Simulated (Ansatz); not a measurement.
## From the elastic tensor of Pt at 7 GPa (stress–strain coefficients) to moduli and sound speeds

Method: DFT PBE, scalar-relativistic, plane waves, PAW in Ansatz 0.2.0. Cutoff 420 eV, 20×20×20 k-points (Γ-centred), Fermi-Dirac smearing of 0.15 eV. No spin polarisation.

The structure is cubic, space group Fm-3m (No. 225). Conventional cell: a = 3.939 Å, b = 3.939 Å, c = 3.939 Å, α = 90.00°, β = 90.00°, γ = 90.00°. Around Pt (site symmetry m-3m) lie 12 Pt at 2.79 Å.

In a metal, frequencies and elastic constants depend on the k mesh and the smearing, soft modes and shear constants most. Spin–orbit coupling is left out, which can shift energies with elements as heavy as these.

Relaxed-ion constants (GPa, on the Cartesian axes of the calculation):
C11 = 349.9, C12 = 247.9, C13 = 247.9, C22 = 349.9, C23 = 247.9, C33 = 349.9, C44 = 91.8, C55 = 91.8, C66 = 91.8 GPa; the others vanish.

Density 21.201 g/cm³; 1 atom in 15.28 Å³.

The values that follow are for a polycrystal of randomly turned grains, by Hill's mean where one number stands.

- Bulk modulus, Voigt / Reuss / Hill: 281.9 / 281.9 / 281.9 GPa
- Shear modulus, Voigt / Reuss / Hill: 75.4 / 69.5 / 72.5 GPa
- Young's modulus: 200 GPa
- Poisson ratio: 0.382
- Pugh ratio B/G: 3.89
- Universal anisotropy index: 0.43
- Longitudinal and transverse sound speeds: 4226 and 1849 m/s
- Debye temperature from the mean sound speed: 250 K

Cost: 1 run of about 0.86 core-minutes, on Intel Xeon Platinum 8488C (Sapphire Rapids) (shared hosts).

Platinum at this pressure resists compression far more strongly than shear, as the Pugh ratio of 3.89 and the Poisson ratio of 0.382 show. C12 greatly exceeds C44, by much more than the applied pressure would produce with purely central forces. This points to a large volume-dependent, many-body part in the cohesion. Delocalised sp electrons and a nearly filled 5d band resist a change of volume, but give little directional resistance to a change of shape. The softest shear is the tetragonal one, governed by C11 − C12, and it lies clearly below C44, so single crystals remain elastically anisotropic.

The bulk modulus of 281.9 GPa is close to the measured value at ambient pressure, although compression should have raised it well above that. The likely cause is PBE's tendency to underbind the late 5d metals, which makes them too soft. The constants satisfy the cubic criteria for stability against small homogeneous strains, but this does not establish stability against phonons of finite wavelength.
